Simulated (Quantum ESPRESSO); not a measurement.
AlN:

```
Al N
1.0
     0.00000    2.18399    2.18399
     2.18399    0.00000    2.18399
     2.18399    2.18399    0.00000
Al N
1 1
Direct
  0.00000 0.00000 0.00000
  0.25000 0.25000 0.25000
```

Measurements of this composition are mostly on another form, of space group No. 186.

| Quantity | Value |
| --- | --- |
| Program | Quantum ESPRESSO 7.5 |
| Task | phonons |
| Functional | PBE |
| Potentials or basis | SSSP 1.3 efficiency PBE |
| Cutoff | 816 eV |
| Density cutoff | 6531 eV |
| k mesh | 6 × 6 × 6, shifted |
| Occupations | fermi-dirac, width 0.05 eV |
| Spin | no spin polarisation |
| Mixing beta | 0.5 |
| Most SCF iterations | 120 |
| SCF threshold | 4e-10 Ry |

The first run showed a gap, so the response started from a second, tighter run with fixed occupations.

Question: Which optical modes does the crystal have at the zone centre, and which show in infrared and Raman spectra?

Answer: The optical modes are T2. Infrared active: T2. Raman active: T2.

Optical modes at Γ, degenerate ones joined, polar ones without the macroscopic field:
| cm⁻¹ | components | symmetry | active in | IR intensity, summed ((D/Å)²/amu) |
| --- | --- | --- | --- | --- |
| 664 | 3 | T2 | IR and Raman | 48.28 |

Zone-centre frequencies without and with the macroscopic field along z (cm⁻¹):
```
                optical modes in rising order
       without                    664 664 664
with the field                    664 664 895
```

Born effective charge tensors (e):
atom 1, Al
```
2.55 0.00 0.00
0.00 2.55 0.00
0.00 0.00 2.55
```
atom 2, N
```
-2.53  0.00  0.00
 0.00 -2.53  0.00
 0.00  0.00 -2.53
```

Caveat: the cell is more than 3 GPa from zero pressure, which shifts response properties.
